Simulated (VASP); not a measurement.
A run of VASP 6.6.1 is set up as follows.

INCAR

```
SYSTEM = Cu
  PREC = Accurate
  ENCUT = 520
  EDIFF = 1E-6
  ISMEAR = -1
  SIGMA = 0.08
  LREAL = .FALSE.
  LASPH = .TRUE.
  NELM = 100
  ALGO = Fast
  ISIF = 2
  LWAVE = .FALSE.
  LCHARG = .TRUE.
  GGA = PE
  LELF = .TRUE.
  LVHAR = .TRUE.
  NBANDS = 12
```

Contents of KPOINTS:

```
regular mesh
0
G
  16 16 16
  0 0 0
```

File POSCAR:

```
Cu
1.0
   -1.4426151253      1.4426151253      1.4426151253
    1.4426151253     -1.4426151253      1.4426151253
    1.4426151253      1.4426151253     -1.4426151253
Cu
1
Direct
    0.0000000000      0.0000000000      0.0000000000
```

Potentials or basis: VASP PAW PBE potentials, release 64 (Cu).

Run with:

```sh
$ cat potpaw_PBE.64/Cu/POTCAR > POTCAR
$ mpirun -np 1 vasp_std > vasp.out
```

Q: What does it give for the pressure?

A: 0.8 GPa.

Q: What does it give for the band gap on the k mesh?

A: None (metal or under the smearing width).
